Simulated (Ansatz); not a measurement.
# Ir(111) with 4 layers of random Ir-W, 2x2: scattering by chemical disorder, part 2 of 2

Wanted: resistance against the alloy's length, first Ir(111) with 4 layers of random Ir-W, 2x2.

Ansatz 0.2.0; Ansatz plane-wave DFT, PBE, PAW files; ballistic transport by layer matching (Landauer), zero bias; PAW set soft_1.

So far. Step 3 (With 8 alloy layers): Over the solved energies the transmission per spin lies between 2.95 and 3.04, out of 6.02 channels of the lead on average (up to 6.26). The log calls the step of a lead's potential too much.

## Step 4: With 12 alloy layers

In 12 layers a share of 0.125 of the sites is given to W at random. A fresh draw is used; the growth of the resistance with length is what counts.

System of this step: Ir(111) with 12 layers of random Ir-W, 2x2. The cell holds 72 atoms: 66 Ir and 6 W. Cell: a = 5.430 Å, b = 5.430 Å, c = 39.900 Å, α = 90.0°, β = 90.0°, γ = 120.0°. It derives from Ir. Regions: lead, 24 atoms (24 Ir); scattering region, 48 atoms (42 Ir and 6 W). The structure is stacked along c, and the current runs across the ab planes.

File input.yaml:

```yaml
crystal:
  lattice:
    - [5.4297315514, 0.0, 0.0]
    - [-2.7148657757, 4.7022854592, 0.0]
    - [0.0, 0.0, 39.9002152235]
  atoms:
    - { symbol: Ir, position: [0.0, 0.0, 0.0277777778] }
    - { symbol: Ir, position: [0.0, 0.5, 0.0277777778] }
    - { symbol: Ir, position: [0.5, 0.0, 0.0277777778] }
    - { symbol: Ir, position: [0.5, 0.5, 0.0277777778] }
    - { symbol: Ir, position: [0.1666666667, 0.3333333333, 0.0833333333] }
    - { symbol: Ir, position: [0.1666666667, 0.8333333333, 0.0833333333] }
    - { symbol: Ir, position: [0.6666666667, 0.3333333333, 0.0833333333] }
    - { symbol: Ir, position: [0.6666666667, 0.8333333333, 0.0833333333] }
    - { symbol: Ir, position: [0.3333333333, 0.1666666667, 0.1388888889] }
    - { symbol: Ir, position: [0.3333333333, 0.6666666667, 0.1388888889] }
    - { symbol: Ir, position: [0.8333333333, 0.1666666667, 0.1388888889] }
    - { symbol: Ir, position: [0.8333333333, 0.6666666667, 0.1388888889] }
    - { symbol: Ir, position: [0.0, 0.0, 0.1944444444] }
    - { symbol: Ir, position: [0.0, 0.5, 0.1944444444] }
    - { symbol: Ir, position: [0.5, 0.0, 0.1944444444] }
    - { symbol: Ir, position: [0.5, 0.5, 0.1944444444] }
    - { symbol: Ir, position: [0.1666666667, 0.3333333333, 0.25] }
    - { symbol: Ir, position: [0.1666666667, 0.8333333333, 0.25] }
    - { symbol: Ir, position: [0.6666666667, 0.3333333333, 0.25] }
    - { symbol: Ir, position: [0.6666666667, 0.8333333333, 0.25] }
    - { symbol: Ir, position: [0.3333333333, 0.1666666667, 0.3055555556] }
    - { symbol: Ir, position: [0.3333333333, 0.6666666667, 0.3055555556] }
    - { symbol: Ir, position: [0.8333333333, 0.1666666667, 0.3055555556] }
    - { symbol: Ir, position: [0.8333333333, 0.6666666667, 0.3055555556] }
    - { symbol: Ir, position: [0.0, 0.0, 0.3611111111] }
    - { symbol: W, position: [0.0, 0.5, 0.3611111111] }
    - { symbol: Ir, position: [0.5, 0.0, 0.3611111111] }
    - { symbol: Ir, position: [0.5, 0.5, 0.3611111111] }
    - { symbol: Ir, position: [0.1666666667, 0.3333333333, 0.4166666667] }
    - { symbol: Ir, position: [0.1666666667, 0.8333333333, 0.4166666667] }
    - { symbol: Ir, position: [0.6666666667, 0.3333333333, 0.4166666667] }
    - { symbol: W, position: [0.6666666667, 0.8333333333, 0.4166666667] }
    - { symbol: Ir, position: [0.3333333333, 0.1666666667, 0.4722222222] }
    - { symbol: Ir, position: [0.3333333333, 0.6666666667, 0.4722222222] }
    - { symbol: W, position: [0.8333333333, 0.1666666667, 0.4722222222] }
    - { symbol: Ir, position: [0.8333333333, 0.6666666667, 0.4722222222] }
    - { symbol: Ir, position: [0.0, 0.0, 0.5277777778] }
    - { symbol: W, position: [0.0, 0.5, 0.5277777778] }
    - { symbol: Ir, position: [0.5, 0.0, 0.5277777778] }
    - { symbol: Ir, position: [0.5, 0.5, 0.5277777778] }
    - { symbol: Ir, position: [0.1666666667, 0.3333333333, 0.5833333333] }
    - { symbol: Ir, position: [0.1666666667, 0.8333333333, 0.5833333333] }
    - { symbol: W, position: [0.6666666667, 0.3333333333, 0.5833333333] }
    - { symbol: Ir, position: [0.6666666667, 0.8333333333, 0.5833333333] }
    - { symbol: Ir, position: [0.3333333333, 0.1666666667, 0.6388888889] }
    - { symbol: Ir, position: [0.3333333333, 0.6666666667, 0.6388888889] }
    - { symbol: Ir, position: [0.8333333333, 0.1666666667, 0.6388888889] }
    - { symbol: Ir, position: [0.8333333333, 0.6666666667, 0.6388888889] }
    - { symbol: Ir, position: [0.0, 0.0, 0.6944444444] }
    - { symbol: W, position: [0.0, 0.5, 0.6944444444] }
    - { symbol: Ir, position: [0.5, 0.0, 0.6944444444] }
    - { symbol: Ir, position: [0.5, 0.5, 0.6944444444] }
    - { symbol: Ir, position: [0.1666666667, 0.3333333333, 0.75] }
    - { symbol: Ir, position: [0.1666666667, 0.8333333333, 0.75] }
    - { symbol: Ir, position: [0.6666666667, 0.3333333333, 0.75] }
    - { symbol: Ir, position: [0.6666666667, 0.8333333333, 0.75] }
    - { symbol: Ir, position: [0.3333333333, 0.1666666667, 0.8055555556] }
    - { symbol: Ir, position: [0.3333333333, 0.6666666667, 0.8055555556] }
    - { symbol: Ir, position: [0.8333333333, 0.1666666667, 0.8055555556] }
    - { symbol: Ir, position: [0.8333333333, 0.6666666667, 0.8055555556] }
    - { symbol: Ir, position: [0.0, 0.0, 0.8611111111] }
    - { symbol: Ir, position: [0.0, 0.5, 0.8611111111] }
    - { symbol: Ir, position: [0.5, 0.0, 0.8611111111] }
    - { symbol: Ir, position: [0.5, 0.5, 0.8611111111] }
    - { symbol: Ir, position: [0.1666666667, 0.3333333333, 0.9166666667] }
    - { symbol: Ir, position: [0.1666666667, 0.8333333333, 0.9166666667] }
    - { symbol: Ir, position: [0.6666666667, 0.3333333333, 0.9166666667] }
    - { symbol: Ir, position: [0.6666666667, 0.8333333333, 0.9166666667] }
    - { symbol: Ir, position: [0.3333333333, 0.1666666667, 0.9722222222] }
    - { symbol: Ir, position: [0.3333333333, 0.6666666667, 0.9722222222] }
    - { symbol: Ir, position: [0.8333333333, 0.1666666667, 0.9722222222] }
    - { symbol: Ir, position: [0.8333333333, 0.6666666667, 0.9722222222] }
kpoints:
  mp_grid: { grid: [5, 5, 1] }
hamiltonian:
  xc: pbe
  pseudopotentials: { kind: paw, azcp: { folder: soft_1 } }
scf:
  occupations: { method: fermi_dirac, width: 0.1 }
output:
  transmission:
    leads: [[0, 4]]
    kmesh: [10, 10]
    e_range: [-0.05, 0.05]
    de: 0.05
  write_potential: true
  write_density: true
  volumetric_format: npy
```

On the command line:

```
$ ansatz run input.yaml --threads 4 --pin off --max-ram 15360MiB --backend cpu --events-out ev --progress --plain --runs-dir out
```

Numbers of over 12 decimals in the logs are rounded to 6 here.

What it wrote:

```text
[...]
Crystal: 72 atoms, lattice volume = 1018.738 Å³
Basis set: ecut = 420 eV, 19879 PW (Γ)
Bands: 724, of which v1, the nominal top of the filled ones, is band 603 counted from 1 (602 counted from 0)
Symmetry: 1 space group operations
[...]
k-points: 13 of 25 (time reversal used)
[...]
SCF iter   1: F=—  HF=-850160.572266 eV  |F-HF|=—  |Δ(HF+E_count)|=         —  Δρ=5.55e-2  dr2=1.69e2  ethr=3.10e-3  ⟨swp⟩=5.0  Hψ=28682  notcnv=0  defer=169
[...]
SCF iter  10: F=-850151.928051 eV  HF=-850151.928051 eV  |F-HF|=2.60e-8  |Δ(HF+E_count)|=   1.26e-8  Δρ=3.74e-7  dr2=2.64e-8  ethr=8.29e-12  ⟨swp⟩=7.8  Hψ=22653  notcnv=0
SCF 1 converged in 10 iterations: F = -850151.928051 eV  dr2 = 2.64e-8
[...]
transmission: 376 of 3744 steps passed
transmission: 752 of 3744 steps passed
[...]
transmission: 3744 of 3744 steps passed
SCF converged after 10 iterations
Free energy (F): -850151.928051 eV
[...]
Internal energy: -850150.040858 eV  (E = F + TS)
E sigma→0 (E₀):  -850150.984454 eV
Entropy (-TS):   -1.887194 eV (-26.211 meV/atom)
Fermi energy:    25.793425 eV
[...]
--- Band table (eV; the first three rows and the last of 13) ---
  k-point 0: bands = [... 599 lower, 26.6363, 26.6781, 26.6795, 26.6796, 26.6926, 26.6995, 26.6996, 26.7144, ... 117 higher]
  k-point 1: bands = [... 599 lower, 26.1011, 26.1132, 26.1575, 26.1702, 26.1761, 26.1839, 26.2020, 26.2475, ... 117 higher]
  k-point 2: bands = [... 599 lower, 25.2223, 25.2656, 25.2691, 25.3192, 25.3444, 25.3774, 25.4444, 25.4624, ... 117 higher]
  k-point 12: bands = [... 599 lower, 25.6778, 25.7011, 25.7601, 25.7998, 25.8401, 25.8500, 25.8609, 25.8768, ... 117 higher]
--- Transmission ---
  basis      : 223 plane waves across, 72 finite elements along
  points     : 52, standing for a mesh of 10 x 10
[...]
channels       : 5.780000e0 a spin
[...]
junction   : crystal 0 to crystal 0, 1.52 to 39.20 Å
    transmission   : 2.265662e0 a spin
[...]
```

It took 23 min on 4 threads of Arm Neoverse V1, shared host; peak memory 9 GiB.

This step gave:

| Property | Result |
| --- | --- |
| free energy | -850151.9281 eV |
| energy at zero smearing | -850150.9845 eV |
| Fermi energy | 25.79 eV |
| transmission per spin nearest the Fermi level | 2.266 |
| open channels per spin nearest the Fermi level | 5.78 |
| step of the lead's potential | 4.8 meV |

Per spin. The transmission, zone mean by energy, zero at the Fermi level:

```tsv
energy (eV)	transmission, zone mean
-0.0500	2.29
0.0000	2.27
0.0500	2.26
```

Over the solved energies the transmission per spin lies between 2.26 and 2.29, out of 5.94 channels of the lead on average (up to 6.14).

## Step 5: Resistance against length

This step: Ansatz plane-wave DFT, PBE, PAW files; ballistic transport by layer matching (Landauer), zero bias; residual resistivity from the slope of the area resistance, atoms on the host's lattice; PAW set soft_1 (Ansatz 0.2.0).

This step gave:

```
resistivity           : 27.48 µΩ cm
intercept             : 0.1327 fΩ m²
scatter about the fit : 0.04377 fΩ m²
```

Resistance, by row:

```tsv
run	length (Å)	T	channels N	RA (fΩ m²)
n4	8.867	3.438	5.98	0.4073
n8	17.73	2.981	6.02	0.5582
n12	26.6	2.274	5.94	0.8947
```

The area resistance by length of the alloy:

```tsv
length of the alloy (Å)	area resistance (fΩ m²)
8.87	0.407
17.73	0.558
26.60	0.895
```

The area resistance goes from 0.41 to 0.89 fΩ m² between 8.9 and 26.6 Å, a slope of 27 µΩ cm.

By hand from the end points: (0.8947 − 0.4073) fΩ m² / (26.60 − 8.87) Å = 27 µΩ cm, since 1 fΩ m² per Å is 1000 µΩ cm.

## Step 6: Outcome

| Quantity | Value |
| --- | --- |
| resistivity from the slope | 27.5 µΩ cm |
| area resistance over 8.87 Å | 0.407 fΩ m² |
| area resistance over 17.7 Å | 0.558 fΩ m² |
| area resistance over 26.6 Å | 0.895 fΩ m² |

In words: The slope gives 27 µΩ cm. The points scatter by 0.044 fΩ m² about the line, with one random draw a length in a 2x2 cell, so the slope is a rough value. The lead's own channel count moves between the runs (5.98, 6.02 and 5.94), which shifts RA and the slope too. Read with a model of isotropic scattering on a spherical Fermi surface and the lead's 1.8×10¹⁵ S/m², this slope means a mean free path near 15 Å; over these lengths the model's slope is within 3 % of its bulk resistivity. The draw over the shortest length came out nearly ordered, with 8 symmetry operations, so that point is a poor sample of a random alloy. The atoms sit on the host's lattice, so scattering by size misfit is left out. Spin-orbit coupling is left out, which matters for Ir and W. A lead's potential steps by up to 53 meV from period to period, which the log calls too much, so longer leads could move the result.

[Logs are printed without paths, hosts, clocks, repeated set-up lines and the standing remarks that a program may print on its own settings, such as how far it seeks lower states.]

[Hosts, paths, dates, database ids (printed as entryN), source tags and the programs' standing remarks are cut or masked in the printed files.]
